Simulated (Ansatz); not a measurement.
# CaO, space group I4/mmm: Wannier functions of the valence bands

With Ansatz 0.2.0, Python API.

Contents of `POSCAR`:
```text
CaO
1.0
  -1.66763400    1.66763400    8.51349200
   1.66763400   -1.66763400    8.51349200
   1.66763400    1.66763400   -8.51349200
Ca O
2 2
Direct
   0.32040300    0.32040300    0.00000000
   0.67959700    0.67959700    0.00000000
   0.18181400    0.18181400    0.00000000
   0.81818600    0.81818600    0.00000000
```

Run as a notebook:

**Cell 1**
```python
from pathlib import Path

import ansatz as az
from ase.io import read
import tomllib
```

**Cell 2**
```python
atoms = read("POSCAR", format="vasp")
structure = az.Crystal.from_ase(atoms)

structure.resolved().sites[-1]
```
Output:
```text
Site(symbol='O', position=(0.818186, 0.818186, 0.0), moment=None, axis=None, held=None, saved=None)
```

**Cell 3**
```python
calc = (
    structure.calculation()
    .kpoints(7, 7, 7, center="gamma")
    .functional("r2scan")
    .scf(tolerance=1e-08)
    .occupations("fixed")
    .wannier(mesh=(5, 5, 5), projections=[az.TrialShell("O", "p")], minimise=True)
)
res = calc.run(threads=1, runs_dir="w90")
spreads = tomllib.loads(Path(res.output_folder, "results", "wannier.spreads.toml").read_text())
print("converged:", spreads["converged"], "in", spreads["n_iter"], "steps; least projectability", round(spreads["least_projectability"], 3))
print("invariant, diagonal, off-diagonal spread (A^2):", *(round(spreads[k], 4) for k in ("omega_i_ang2", "omega_d_ang2", "omega_od_ang2")))
for function in spreads["wannier"]:
    print("centre", [round(v, 3) for v in function["r"]], "spread", round(function["spread"], 4))
```
Output:
```text
DeckWarning: basis.ecutwfc = 500 eV, auto-derived from the records' recommended cutoffs: set by Ca (their level for a meta-GGA)
converged: True in 7 steps; least projectability 0.891
invariant, diagonal, off-diagonal spread (A^2): 6.8775 0.0011 0.0213
centre [0.0, -0.0, 3.116] spread 1.1098
centre [-0.0, -0.0, 13.911] spread 1.1098
centre [-0.0, 0.0, 13.911] spread 1.1098
centre [0.0, -0.0, 3.116] spread 1.1098
centre [0.0, -0.0, 3.104] spread 1.2305
centre [0.0, -0.0, 13.923] spread 1.2305
```

Reading the output:
- This cell is a computed structure, which may not be the phase found in nature.
- Warnings are shown shortened and without file and line.
- Run time: 17 s on 1 thread of Arm Neoverse V1, with other jobs on the host, peak memory 0.61 GiB.

(Lines on the test bed's own set-up are left out of the output.)
